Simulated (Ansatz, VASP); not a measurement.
# Bi in VASP and in Ansatz

```
Bi
1.0
     3.23838    0.00000    0.00000
     0.00000    3.22164    0.00000
    -0.08045    0.00000    6.44389
Bi
2
Direct
  0.54425 0.00000 0.74958
  0.45575 0.00000 0.25042
```

This isn't the form of Bi at room conditions, which is rhombohedral.

Alike in both runs: functional PBEsol; k mesh 8 × 8 × 4; occupations fermi-dirac, width 0.05 eV; no spin polarisation.

|  | VASP | Ansatz |
| --- | --- | --- |
| version | VASP 6.6.1 | Ansatz 0.2.0 |
| potentials or method | VASP PAW PBE potentials, release 64 (Bi_d) | Ansatz PAW |
| plane-wave cutoff (eV) | 520 | 420 |
| valence electrons in the cell | 30 | 30 |
| task | single point | band structure |

|  | VASP | Ansatz | Ansatz less VASP |
| --- | --- | --- | --- |
| gap on the k mesh at the Fermi level (eV) | none | none | - |
| pressure (GPa) | -0.5 | -0.5 | +0.08 |
| largest component of the traceless stress (GPa) | 0.58 | 0.58 | 0.000 |
| rms of the force components (eV/Å) | 0.007 | 0.007 | 0.0000 |

Atom by atom the forces differ by 0.000 eV/Å (rms over components). A gap of «none» marks a metal or a gap that the smearing closes. With one functional, cell and mesh, what is left measures potentials, basis and numerics.

Caveats: spin-orbit coupling is left out, which moves the levels of the heavy elements; the PAW data sets were made with another functional, which shifts forces and pressure a little (VASP); the PAW data sets come from PBE, with cores solved anew for the run's functional, which leaves a small shift of forces and pressure (Ansatz).
